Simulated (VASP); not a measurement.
Crystal: BN.

```
CELL_PARAMETERS angstrom
2.50804 0.00000 0.00000
-1.24671 2.17623 0.00000
-0.63067 -1.08812 3.02254
ATOMIC_POSITIONS crystal
N 0.66851 0.33238 0.98500
B 0.97964 0.98350 0.00181
```

The cell comes from a database or a generator and needn't be the stable form of this composition.

Base run:

| Quantity | Value |
| --- | --- |
| Program | VASP 6.6.1 |
| Functional | PBE |
| Potentials or basis | VASP PAW PBE potentials, release 64 (N_GW, B_GW) |
| Cutoff | 500 eV |
| k mesh | 8 × 8 × 6 |
| Occupations | gaussian, width 0.02 eV |
| Spin | no spin polarisation |

Its results: band gap on the k mesh 2.81 eV, indirect (least direct gap 4.53 eV); pressure 4.0 GPa; largest force 2.699 eV/Å.

Problem. The run is repeated on the same cell with these changes: k mesh from 8 × 8 × 6 to 7 × 7 × 5; further incar settings from ALGO = Fast; EDIFF = 1e-06 to ALGO = Normal; EDIFF = 1e-07; NBANDS = 11. What comes out?

Solution. Band gap on the k mesh 3.19 eV, indirect (least direct gap 4.85 eV); pressure 4.0 GPa; largest force 2.700 eV/Å.

Caveats: some runs use coarse meshes; the cutoff is under 1.25 times the usual one of these potentials, so pressure, stress and relaxed cells hold a basis-set (Pulay) error; forces of over 1 eV/Å show positions far from the minimum, so gaps and moduli don't describe the material at rest; an odd mesh through Γ misses points on the zone boundary, where band edges often lie (some runs).
